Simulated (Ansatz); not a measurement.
**LiNbO3: pressure against volume**

LiNbO3, R3c, a = 5.138 Å, c = 13.884 Å. Ansatz: r2SCAN, PAW, 500 eV, Γ-centred 6×6×6 mesh on 10 atoms, Gaussian smearing 0.02 eV; no spin polarisation. Shape and atoms are relaxed at each volume; pressure is positive in compression.

```tsv
V (Å³/atom)	P (GPa)
9.309	19.96
9.627	13.71
9.944	8.42
10.261	3.85
10.579	0.03
10.896	-3.16
11.213	?
11.637	-7.96
```

Take V0 = 10.579 Å³/atom, count pressures from its P0 = 0.03 GPa, fit the third-order Birch–Murnaghan form to the other rows, and predict the missing pressure.

With the Eulerian strain f = ½[(V0/V)^(2/3) − 1] and y = (P − P0)/[3f(1 + 2f)^(5/2)], the form is the line y = B0 + 1.5 B0 (B0′ − 4) f. Rows (f, y): 0.04450, 120.6; 0.03244, 120.1; 0.02107, 119.7; 0.01028, 117.7; -0.00975, 114.6; -0.03078, 101.4. Means f = 0.01129, y = 115.68; Σ(Δf)² = 0.003859, ΣΔfΔy = 0.9176; the slope is their ratio. y = 113.0 + 237.8 f GPa, so B0 = 113.0 GPa and B0′ = 4 + 2 × (237.8)/(3 × 113.0) = 5.40. At V = 11.213, f = -0.01903, y = 108.47 and P = -5.59 GPa. The run gave -5.65 GPa, so the fit is 0.06 GPa too high, within the rms miss on the fitted rows (0.25 GPa).